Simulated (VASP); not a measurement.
# MoS2 (R3m) in VASP: notebook

The runs below take MoS2 through single point, with PBEsol+U.

All numbers are computed with VASP 6.6.1; they aren't measurements. Logs are shortened: lines on timing, memory, paths and dates and some standing lists are left out, and cuts for length are marked.

### Step 1. The structure

The structure is trigonal, space group R3m (No. 160). The conventional cell has a = 3.163 Å, b = 3.163 Å, c = 18.370 Å, α = 90.00°, β = 90.00°, γ = 120.00°. Mo (site symmetry 3m) has 6 S at 2.36 Å as nearest neighbours. S (site symmetry 3m) has 3 Mo at 2.36 Å as nearest neighbours. S (site symmetry 3m) has 3 Mo at 2.36 Å as nearest neighbours.

Measurements of this composition are mostly on another form, of space group No. 194.

### Step 2. Single point, PBEsol+U, collinear spin, ferromagnetic start

Contents of INCAR:

```
  PREC = Accurate
  ENCUT = 520
  EDIFF = 1E-6
  ISMEAR = 0
  SIGMA = 0.05
  LREAL = False
  LASPH = True
  NELM = 100
  ALGO = Normal
  ISIF = 2
  LWAVE = False
  LCHARG = True
  ISPIN = 2
  MAGMOM = 1 1 0 0 0 0
  LORBIT = 11
  LMAXMIX = 4
  LDAU = True
  LDAUTYPE = 2
  LDAUL = 2 -1
  LDAUU = 2.5 0
  LDAUJ = 0 0
  LDAUPRINT = 1
  GGA = PS
  LELF = True
  LVHAR = True
```

Contents of KPOINTS:

```
Automatic mesh
0
Gamma
  8 8 4
```

Contents of POSCAR:

```
MoS2
1.0
    1.5814998900      0.9130793900      6.1233282100
   -1.5814998900      0.9130793900      6.1233282100
    0.0000000000     -3.6523175600     12.2466564200
Mo S
2 4
Direct
    0.0000000000      0.0000000000      0.0000000000
    0.0000000000      0.0000000000      0.5000000000
    0.7484000000      0.7484000000      0.3742000000
    0.5849000000      0.5849000000      0.2924500000
    0.7484000000      0.7484000000      0.8742000000
    0.5849000000      0.5849000000      0.7924500000
```

Potentials or basis: VASP PAW PBE potentials, release 64 (Mo_sv, S).

Run with:

```
$ cat potpaw_PBE.64/Mo_sv/POTCAR potpaw_PBE.64/S/POTCAR > POTCAR
$ mpirun -np 1 vasp_std > vasp.out
```

OUTCAR:

```text
PREC = Accurate
   ENCUT = 520
   EDIFF = 1E-6
   ISMEAR = 0
   LREAL = False
   LASPH = True
   NELM = 100
   ISIF = 2
   ISPIN = 2
   LORBIT = 11
   GGA = PS

 ion  position               nearest neighbor table
   1  0.000  0.000  0.000-   5 2.36   5 2.36   3 2.36   6 2.36   6 2.36   4 2.36   2 3.16   2 3.16
                             2 3.16   2 3.16
   2  0.000  0.000  0.500-   3 2.36   3 2.36   5 2.36   4 2.36   4 2.36   6 2.36   1 3.16   1 3.16
                             1 3.16   1 3.16
   3  0.748  0.748  0.374-   2 2.36   2 2.36   1 2.36
   4  0.585  0.585  0.292-   2 2.36   2 2.36   1 2.36
   5  0.748  0.748  0.874-   1 2.36   1 2.36   2 2.36
   6  0.585  0.585  0.792-   1 2.36   1 2.36   2 2.36

  LATTYP: Found a base centered monoclinic cell.
 ALAT       =    12.3820615957
 B/A-ratio  =     0.2554501733
 C/A-ratio  =     0.4424526802
 COS(beta)  =    -0.1474842267

  Lattice vectors:

 A1 = (   1.5814998900,   0.9130793900,   6.1233282100)
 A2 = (  -1.5814998900,   0.9130793900,   6.1233282100)
 A3 = (   0.0000000000,  -5.4784763400,   0.0000000000)

Analysis of symmetry for initial positions (statically):
=====================================================================
 Subroutine PRICEL returns following result:

  LATTYP: Found a trigonal (rhomboedric) cell.
 ALAT       =     6.3898360106
 COS(alpha) =     0.8774851015
[... 12 lines left out ...]
 Subroutine GETGRP returns: Found  2 space group operations
 (whereof  2 operations were pure point group operations)
 out of a pool of  4 trial point group operations.

The static configuration has the point symmetry C_1h.

Analysis of symmetry for dynamics (positions and initial velocities):
=====================================================================
 Subroutine PRICEL returns following result:

  LATTYP: Found a trigonal (rhomboedric) cell.
 ALAT       =     6.3898360106
 COS(alpha) =     0.8774851015
[... 264 lines left out ...]
  o =  0.3974  v =  0.0000  0.0000  0.0000  0.0000  0.0000  0.0000  0.9974  0.0000  0.0000 -0.0723      0.0000  0.0000  0.0000  0.0000  0.0000  0.0000  0.0000  0.0000  0.0000  0.0000
  o =  0.4018  v =  0.0000  0.0000  0.0000  0.0000  0.0000  0.0000  0.0723 -0.0000  0.0000  0.9974      0.0000  0.0000  0.0000  0.0000  0.0000  0.0000  0.0000  0.0000  0.0000  0.0000
  o =  0.4018  v =  0.0000  0.0000  0.0000  0.0000  0.0000 -0.9974  0.0000 -0.0000 -0.0724  0.0000      0.0000  0.0000  0.0000  0.0000  0.0000  0.0000  0.0000  0.0000  0.0000  0.0000
  o =  0.4018  v = -0.9974  0.0000 -0.0000 -0.0722  0.0000  0.0000  0.0000  0.0000  0.0000  0.0000      0.0000  0.0000  0.0000  0.0000  0.0000  0.0000  0.0000  0.0000  0.0000  0.0000
  o =  0.4018  v =  0.0000  0.0722 -0.0000  0.0000  0.9974  0.0000  0.0000  0.0000  0.0000  0.0000      0.0000  0.0000  0.0000  0.0000  0.0000  0.0000  0.0000  0.0000  0.0000  0.0000
  o =  0.4276  v =  0.0000  0.0000  1.0000 -0.0000  0.0000  0.0000  0.0000  0.0000  0.0000  0.0000      0.0000  0.0000  0.0000  0.0000  0.0000  0.0000  0.0000  0.0000  0.0000  0.0000
  o =  0.4276  v =  0.0000  0.0000  0.0000  0.0000  0.0000  0.0000  0.0000  1.0000 -0.0000  0.0000      0.0000  0.0000  0.0000  0.0000  0.0000  0.0000  0.0000  0.0000  0.0000  0.0000

 number of electron      52.0000002 magnetization       0.0000637

 Free energy of the ion-electron system (eV)
  ---------------------------------------------------
  ext. energy  EPLUGINS =         0.00000000
  ---------------------------------------------------
  free energy    TOTEN  =       -40.75881983 eV

  energy without entropy =      -40.75881983  energy(sigma->0) =      -40.75881983

 E-fermi :   8.0392     XC(G=0): -10.9771

 val. band max:        7.7845161930   @ k =   0.5000   0.5000  -0.0000
 cond. band min:       8.6365190108   @ k =  -0.1250   0.1250   0.0000
 fundamental gap:      0.8520028177
 Fermi energy:         8.0392436624

 spin component 1

 k-point     1 :       0.0000    0.0000    0.0000
  band No.  band energies     occupation
      1     -54.0293      1.00000
      2     -53.9869      1.00000
      3     -28.4326      1.00000
      4     -28.2262      1.00000
      5     -28.1407      1.00000
      6     -28.1122      1.00000
[... 1673 lines left out ...]
     31      10.1445      0.00000
     32      10.4923      0.00000

 [... further k-points ...]
[... 5 lines left out ...]
  --------------------------------------------------------------------------------------
  -------------------------------------------------------------------------------------
  Total        2.0557800      2.0557900      7.1948044      0.0000000      0.0000034      0.0000000
  in kB       31.0413592     31.0415105    108.6383301      0.0000000      0.0000513      0.0000000
  external PRESSURE =      56.9070666 kB  Pullay stress =       0.0000000 kB

 VOLUME and BASIS-vectors are now :
 -----------------------------------------------------------------------------
  energy-cutoff  :      520.00
  volume of cell :      106.11
      direct lattice vectors                 reciprocal lattice vectors
     1.581499890  0.913079390  6.123328210     0.316155571  0.182532503  0.054436627
    -1.581499890  0.913079390  6.123328210    -0.316155571  0.182532503  0.054436627
     0.000000000 -3.652317560 12.246656420     0.000000000 -0.182532503  0.027218313

 POSITION                                       TOTAL-FORCE (eV/Angst)
 -----------------------------------------------------------------------------------
      0.00000      0.00000      0.00000         0.000000     -0.000007     -0.003107
      0.00000     -1.82616      6.12333         0.000000     -0.000007     -0.003107
      0.00000     -0.00000     13.74810         0.000000      0.000004      1.180929
      0.00000     -0.00000     10.74460         0.000000      0.000003     -1.177822
      0.00000     -1.82616     19.87142         0.000000      0.000004      1.180929
      0.00000     -1.82616     16.86793         0.000000      0.000003     -1.177822
 -----------------------------------------------------------------------------------
    total drift:                                0.000000      0.000018      0.000001

  FREE ENERGIE OF THE ION-ELECTRON SYSTEM (eV)
  ---------------------------------------------------
  free  energy   TOTEN  =       -40.7588198302 eV

  energy  without entropy=      -40.7588198302  energy(sigma->0) =      -40.75881983

 total charge

# of ion       s       p       d       tot
------------------------------------------
    1        2.313   6.246   3.993  12.551
    2        2.313   6.246   3.993  12.551
    3        1.357   2.352   0.000   3.709
    4        1.357   2.352   0.000   3.709
    5        1.357   2.352   0.000   3.709
    6        1.357   2.352   0.000   3.709
--------------------------------------------------
tot         10.053  21.899   7.985  39.937

 magnetization (x)

# of ion       s       p       d       tot
------------------------------------------
    1        0.000  -0.000   0.000   0.000
    2        0.000  -0.000   0.000   0.000
    3        0.000  -0.000   0.000  -0.000
    4        0.000  -0.000   0.000  -0.000
    5        0.000  -0.000   0.000  -0.000
    6        0.000  -0.000   0.000  -0.000
--------------------------------------------------
tot          0.000  -0.000   0.000  -0.000
```

OSZICAR:

```text
N       E                     dE             d eps       ncg     rms          rms(c)
DAV:   1     0.443812753037E+03    0.44381E+03   -0.28144E+04 10824   0.155E+03
DAV:   2    -0.191845592872E+02   -0.46300E+03   -0.45188E+03 12200   0.395E+02
DAV:   3    -0.432132389341E+02   -0.24029E+02   -0.23823E+02 13016   0.793E+01
DAV:   4    -0.436701505165E+02   -0.45691E+00   -0.45585E+00 12136   0.112E+01
DAV:   5    -0.436816283185E+02   -0.11478E-01   -0.11471E-01 12784   0.169E+00    0.392E+01
DAV:   6    -0.412583190711E+02    0.24233E+01   -0.19056E+01 11160   0.250E+01    0.139E+01
DAV:   7    -0.408831365947E+02    0.37518E+00   -0.46127E+00 11032   0.122E+01    0.874E+00
DAV:   8    -0.407610452761E+02    0.12209E+00   -0.50342E-01 12312   0.417E+00    0.321E+00
DAV:   9    -0.407609289553E+02    0.11632E-03   -0.81190E-02 12800   0.134E+00    0.107E+00
DAV:  10    -0.407586793877E+02    0.22496E-02   -0.10895E-02 12712   0.651E-01    0.451E-01
DAV:  11    -0.407588179117E+02   -0.13852E-03   -0.20554E-03 13680   0.245E-01    0.125E-01
DAV:  12    -0.407587980271E+02    0.19885E-04   -0.37833E-04 12528   0.112E-01    0.467E-02
DAV:  13    -0.407588082403E+02   -0.10213E-04   -0.36461E-05 11272   0.302E-02    0.208E-02
DAV:  14    -0.407588164693E+02   -0.82290E-05   -0.10486E-05 12216   0.153E-02    0.977E-03
DAV:  15    -0.407588196679E+02   -0.31986E-05   -0.37761E-06 10512   0.111E-02    0.349E-03
DAV:  16    -0.407588198302E+02   -0.16230E-06   -0.31298E-07  7216   0.316E-03
   1 F= -.40758820E+02 E0= -.40758820E+02  d E =-.589095E-15  mag=     0.0000
```

It took 13 min on 1 thread of Intel Xeon 6975P-C (Granite Rapids), shared host; peak memory 0.89 GiB.

What came out:

```yaml
Free_energy: -40.7588 eV
Pressure: 5.7 GPa
Largest_force: 1.181 eV/Å
Band_gap_on_the_k_mesh: 0.85 eV
Net_moment: 0.00 μB per cell
Valence_electrons_inside_the_program's_atomic_spheres: Mo 12.55; S 3.71
```

Forces on the atoms (eV/Å):
```
Mo   0.000  0.000 -0.003
Mo   0.000  0.000 -0.003
S    0.000  0.000  1.181
S    0.000  0.000 -1.178
S    0.000  0.000  1.181
S    0.000  0.000 -1.178
```

Stress tensor (GPa, compression positive):
```
 3.10  0.00  0.00
 0.00  3.10  0.00
 0.00  0.00 10.86
```

Eigenvalues of the final occupation matrices:
```
    site  spin  trace               eigenvalues
site 1 d     1   2.03  0.40 0.40 0.40 0.40 0.43
site 1 d     2   2.03  0.40 0.40 0.40 0.40 0.43
site 2 d     1   2.03  0.40 0.40 0.40 0.40 0.43
site 2 d     2   2.03  0.40 0.40 0.40 0.40 0.43
```

Caveat: the PAW data sets were made with another functional, which shifts forces and pressure a little.

### Step 3. Single point, PBEsol+U, collinear spin, antiferromagnetic start

Edit INCAR of step 2 so:

```diff
@@ -13,3 +13,3 @@
   ISPIN = 2
-  MAGMOM = 1 1 0 0 0 0
+  MAGMOM = 1 -1 0 0 0 0
   LORBIT = 11
```

KPOINTS is that of step 2.

POSCAR is that of step 2.

Potentials or basis: VASP PAW PBE potentials, release 64 (Mo_sv, S).

Run with:

```
$ cat potpaw_PBE.64/Mo_sv/POTCAR potpaw_PBE.64/S/POTCAR > POTCAR
$ mpirun -np 1 vasp_std > vasp.out
```

Run time: 17 min. Hardware: 1 thread of Intel Xeon 6975P-C (Granite Rapids), shared host; peak memory 0.88 GiB.

The run converged. Its results:

| Item | Value |
| --- | --- |
| Free energy | -40.7588 eV |
| Pressure | 5.7 GPa |
| Largest force | 1.181 eV/Å |
| Band gap on the k mesh | 0.85 eV |
| Net moment | 0.00 μB per cell |
| Valence electrons inside the program's atomic spheres | Mo 12.55; S 3.71 |

Forces on the atoms (eV/Å):
```
Mo   0.000  0.000 -0.003
Mo   0.000  0.000 -0.003
S    0.000  0.000  1.181
S    0.000  0.000 -1.178
S    0.000  0.000  1.181
S    0.000  0.000 -1.178
```

Stress tensor (GPa, compression positive):
```
 3.10  0.00  0.00
 0.00  3.10  0.00
 0.00  0.00 10.86
```

Levels at points of the mesh, in eV from the valence-band top:
Spin up:
| k point | band 24 | band 25 | band 26 | band 27 | band 28 | band 29 |
| --- | --- | --- | --- | --- | --- | --- |
| (0.00, 0.00, 0.00) | -1.68 | -1.34 | -1.20 | 1.43 | 1.89 | 1.92 |
| (0.50, 0.00, 0.00) | -1.96 | -1.68 | -1.52 | 1.38 | 1.43 | 1.89 |
| (0.50, 0.50, 0.00) | -2.12 | -1.52 | 0.00 | 1.38 | 1.99 | 2.00 |
| (0.00, 0.00, 0.50) | -1.74 | -1.63 | -1.63 | 1.21 | 1.21 | 1.71 |
| (0.50, 0.00, 0.50) | -2.47 | -1.52 | -1.52 | 1.32 | 1.32 | 1.98 |
| (0.50, 0.50, 0.50) | -2.50 | -1.52 | -1.52 | 1.54 | 1.54 | 1.91 |
Spin down:
```tsv
k point	band 23	band 24	band 25	band 26	band 27	band 28	band 29	band 30
(0.00, 0.00, 0.00)	-1.96	-1.68	-1.34	-1.20	1.43	1.89	1.92	1.92
(0.50, 0.00, 0.00)	-2.12	-1.96	-1.68	-1.52	1.38	1.43	1.89	1.99
(0.50, 0.50, 0.00)	-2.60	-2.12	-1.52	0.00	1.38	1.99	2.00	2.00
(0.00, 0.00, 0.50)	-1.74	-1.74	-1.63	-1.63	1.21	1.21	1.71	1.71
(0.50, 0.00, 0.50)	-2.47	-2.47	-1.52	-1.52	1.32	1.32	1.98	1.98
(0.50, 0.50, 0.50)	-2.50	-2.50	-1.52	-1.52	1.54	1.54	1.91	1.91
```

Eigenvalues of the final occupation matrices:
```csv
site,spin,trace,eigenvalues
site 1 d,1,2.03,0.40 0.40 0.40 0.40 0.43
site 1 d,2,2.03,0.40 0.40 0.40 0.40 0.43
site 2 d,1,2.03,0.40 0.40 0.40 0.40 0.43
site 2 d,2,2.03,0.40 0.40 0.40 0.40 0.43
```

Caveat: the PAW data sets were made with another functional, which shifts forces and pressure a little.
